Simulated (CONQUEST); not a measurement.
TiC under changes of volume

One of the cells (10.158 Å³/atom); the others are scaled copies at fixed shape and fractional positions:

```xyz
4
Lattice="3.0628 0.0000 0.0000 0.0000 3.0628 0.0000 0.0000 0.0000 4.3314" Properties=species:S:1:pos:R:3 pbc="T T T"
Ti    0.0000    0.0000    0.0000
Ti    1.5314    1.5314    2.1657
C     0.0000    0.0000    2.1657
C     1.5314    1.5314    0.0000
```

The cell is a database's computed one.

| Item | Value |
| --- | --- |
| Program | CONQUEST 1.3 |
| Functional | PBE |
| Potentials or basis | PseudoDojo NC PBE, DZP, grid of 32 × 32 × 48 points |
| k mesh | 6 × 6 × 5 |
| Occupations | fermi-dirac, width 0.05 eV |
| Spin | no spin polarisation |

```tsv
volume (Å³/atom)	energy over the lowest point (meV/atom)	pressure (GPa)
9.548	39.84	19.9
9.752	18.88	13.7
9.955	5.64	7.3
10.158	0.00	1.9
10.361	0.30	-2.4
10.564	?	?
10.767	19.08	-11.2
```

Question: What does the run at 10.564 Å³/atom give?

Answer: Energy over the lowest point 6.96 meV/atom; pressure -7.7 GPa.

Worked out: A Birch-Murnaghan fit of order 3 (a polynomial in V^(-2/3)) to the other rows has its minimum at 10.24 Å³/atom with B0 = V·E''(V) = 251 GPa and B' = 3.4. It gives 6.98 meV/atom at 10.564 Å³/atom, against the run's 6.96, and -dE/dV = -7.4 GPa, against -7.7.

Energies are extrapolated to zero smearing.

Caveats: the basis of atomic orbitals isn't converged, which shifts pressures, moduli and gaps; the real-space grid breaks the cell's symmetry a little (some runs).
